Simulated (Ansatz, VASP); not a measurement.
One calculation of Ca2Se, two programs

Contents of INCAR:

```
SYSTEM = Ca2Se
  PREC = Accurate
  ENCUT = 520
  EDIFF = 1E-6
  ISMEAR = 0
  SIGMA = 0.1
  LREAL = .False.
  LASPH = .True.
  NELM = 60
  ALGO = Normal
  ISIF = 2
  LWAVE = .False.
  LCHARG = .False.
  GGA = PE
  NBANDS = 20
```

The input KPOINTS:

```
regular mesh
0
Gamma
  6 6 2
  0 0 0
```

POSCAR

```
Ca2Se
1.0
    2.8806761700      0.0000000000      0.0000000000
   -1.4403380800      2.4947387400      0.0000000000
    0.0000000000      0.0000000000     14.1791667100
Ca Se
2 1
Direct
    0.3333333300      0.6666666700      0.8978554600
    0.3333333300      0.6666666700      0.1021445400
    0.0000000000      0.0000000000      0.0000000000
```

Input for Ansatz:

```yaml
crystal:
  lattice:
    - [2.88067617, 0.0, 0.0]
    - [-1.44033808, 2.49473874, 0.0]
    - [0.0, 0.0, 14.17916671]
  atoms:
    - { symbol: Ca, position: [0.33333333, 0.66666667, 0.89785546] }
    - { symbol: Ca, position: [0.33333333, 0.66666667, 0.10214454] }
    - { symbol: Se, position: [0.0, 0.0, 0.0] }
basis:
  ecutwfc: 420
kpoints:
  mp_grid: { grid: [6, 6, 2] }
hamiltonian:
  xc: pbe
scf:
  occupations: { method: gaussian, width: 0.1 }
  lower_state_search: "off"
output:
  forces: true
  stress: true
  eigenvalues: true
```

Change from the starting cell: species swapped into the Te2Mo type (P-6m2, No. 187).

Alike in both runs: task single point; functional PBE; k mesh 6 × 6 × 2; occupations gaussian, width 0.1 eV; no spin polarisation.

|  | VASP | Ansatz |
| --- | --- | --- |
| version | VASP 6.6.1 | Ansatz 0.2.0 |
| potentials or method | VASP PAW PBE potentials, release 64 (Ca_sv, Se) | scalar-relativistic, plane waves, PAW |
| plane-wave cutoff (eV) | 520 | 420 |
| valence electrons in the cell | 26 | 36 |

Ansatz gave:

* gap on the k mesh at the Fermi level (eV): none
* rms of the force components (eV/Å): 6.529

Question: What did VASP give for the same quantities?

Answer: gap on the k mesh at the Fermi level (eV): none; rms of the force components (eV/Å): 6.657.

Atom by atom the forces differ by 0.128 eV/Å (rms over components). A gap of «none» marks a metal or a gap that the smearing closes. The two sets of potentials don't hold the same shells in valence.

Caveats: the k mesh is coarse (spacing up to 0.42 Å⁻¹), so the values aren't converged; the cell as given lies far from equilibrium.
